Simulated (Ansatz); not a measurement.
Property card for BaTiO3

Method: DFT PBE, scalar-relativistic, plane waves, PAW in Ansatz 0.2.0.

Plane waves to 420 eV, a k mesh through Γ of 8×8×8 on the computed 5-atom cell and Gaussian smearing (0.02 eV); no spin polarisation.

The structure is relaxed at this level of theory with its symmetry kept. Whether it is the stable form of this composition wasn't checked.

Symmetry: Amm2, No. 38, orthorhombic system. The conventional cell has a = 3.972 Å, b = 5.781 Å, c = 5.832 Å, α = 90.00°, β = 90.00°, γ = 90.00°. Ba (site symmetry mm2) has 12 O at 2.77 to 3.06 Å as nearest neighbours. Around Ti (site symmetry mm2) lie 4 O at 1.85 to 2.00 Å. O (site symmetry mm2) has 2 Ti at 2.00 Å as nearest neighbours. O (site symmetry m) has 1 Ti at 1.85 Å as nearest neighbours.

```
Volume per atom                                                                                                                             : 13.39 Å³
Formation energy from the elements' standard states (uncorrected)                                                                           : -3.104 eV/atom
Kohn–Sham band gap                                                                                                                          : 2.39 eV, indirect from T to Γ
Löwdin character of the top 1 eV of the valence band                                                                                        : O 2p 93 %
Löwdin character of the lowest 1 eV of the conduction band                                                                                  : Ti 3d 82 %, O 2p 14 %
Electron masses at the edge by Cartesian direction of the standard setting (m_e; degenerate bands sorted by energy; no spin-orbit coupling) : x: 0.57; y: 1.5; z: 0.97
Hole masses at the edge by Cartesian direction of the standard setting (m_e; degenerate bands sorted by energy; no spin-orbit coupling)     : x: 0.92; y: 1.5; z: 2.1
Electronic dielectric constant xx, yy, zz of the standard setting (independent particles)                                                   : 6.1, 6.1, 5.6
Bader charges (e)                                                                                                                           : Ba (1 in the cell) 1.54, Ti (1 in the cell) 2.18, O (1 in the cell) -1.26, O (2 in the cell) -1.23
```

Spin-orbit coupling is left out, which matters for the bands of heavy elements.

A ferromagnetic start lost its moments in a first run, so spin was left out; other magnetic orders weren't tried.